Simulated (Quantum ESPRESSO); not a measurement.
**MgO: equation of state with PBEsol**

The system is MgO.

```xyz
2
Lattice="0.0000 2.0970 2.0970 2.0970 0.0000 2.0970 2.0970 2.0970 0.0000" Properties=species:S:1:pos:R:3 pbc="T T T"
Mg    0.0000    0.0000    0.0000
O     2.0970    2.0970    2.0970
```

The cell is a database's computed one.

```
Program             : Quantum ESPRESSO 7.5
Task                : equation of state
Functional          : PBEsol
Potentials or basis : PseudoDojo 0.4.1 SR PBEsol standard
Cutoff              : 1143 eV
Density cutoff      : 4572 eV
k mesh              : 11 × 11 × 11
Occupations         : fermi-dirac, width 0.05 eV
Spin                : no spin polarisation
```

```yaml
Equilibrium_volume: 9.35 Å³/atom
Bulk_modulus: 157 GPa
Pressure_derivative_of_the_bulk_modulus: 4.1
```

Energy against volume, from the lowest point:
| volume (Å³/atom) | energy (meV/atom) |
| --- | --- |
| 8.668 | 28.02 |
| 8.853 | 14.39 |
| 9.037 | 5.48 |
| 9.221 | 0.82 |
| 9.406 | 0.00 |
| 9.590 | 2.66 |
| 9.775 | 8.46 |

All runs of the series together: 59 s on 1 thread of AMD EPYC 9R45 96-Core Processor (Zen 5) (shared host).
